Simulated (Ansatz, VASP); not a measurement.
# V: VASP beside Ansatz

POSCAR

```
V
1.0
   -1.4910375985      1.4910375985      1.4910375985
    1.4910375985     -1.4910375985      1.4910375985
    1.4910375985      1.4910375985     -1.4910375985
V
1
Direct
    0.0000000000      0.0000000000      0.0000000000
```

File INCAR.step1:

```
  PREC = Accurate
  ENCUT = 520
  ISMEAR = 0
  SIGMA = 0.05
  LREAL = False
  LASPH = True
  NELM = 80
  NBANDS = 12
  GGA = PE
  ALGO = Normal
  EDIFF = 1E-4
  LWAVE = True
  LCHARG = False
```

Contents of INCAR.step2:

```
  PREC = Accurate
  ENCUT = 520
  EDIFF = 1E-6
  ISMEAR = 0
  SIGMA = 0.05
  LREAL = False
  LASPH = True
  NELM = 80
  ALGO = Normal
  ISIF = 2
  LWAVE = False
  LCHARG = False
  METAGGA = R2SCAN
  LMIXTAU = True
  NBANDS = 12
  ISTART = 1
```

Contents of KPOINTS:

```
Automatic mesh
0
Gamma
  20 20 20
```

Input for Ansatz:

```yaml
crystal:
  lattice:
    - [-1.4910375985, 1.4910375985, 1.4910375985]
    - [1.4910375985, -1.4910375985, 1.4910375985]
    - [1.4910375985, 1.4910375985, -1.4910375985]
  atoms:
    - { symbol: V, position: [0.0, 0.0, 0.0] }
basis:
  ecutwfc: 500
  ecutrho_ratio: 4
kpoints:
  mp_grid: { grid: [20, 20, 20] }
hamiltonian:
  xc: r2scan
scf:
  occupations: { method: gaussian, width: 0.05 }
output:
  forces: true
  stress: true
  eigenvalues: true
```

Alike in both runs: task single point; functional r2SCAN; k mesh 20 × 20 × 20; occupations gaussian, width 0.05 eV; no spin polarisation.

|  | VASP | Ansatz |
| --- | --- | --- |
| version | VASP 6.6.1 | Ansatz 0.2.0 |
| potentials or method | VASP PAW PBE potentials, release 64 (V_sv) | scalar-relativistic, plane waves, PAW |
| plane-wave cutoff (eV) | 520 | 500 |
| valence electrons in the cell | 13 | 13 |

Ansatz gave:

| Item | Value |
| --- | --- |
| gap on the k mesh at the Fermi level (eV) | none |
| pressure (GPa) | 0.0 |

Problem. Which values does VASP return?

Solution. gap on the k mesh at the Fermi level (eV): none; pressure (GPa): 0.7.

A gap of «none» marks a metal or a gap that the smearing closes.

Caveats: the PAW data sets were made with another functional, which shifts forces and pressure a little (VASP).
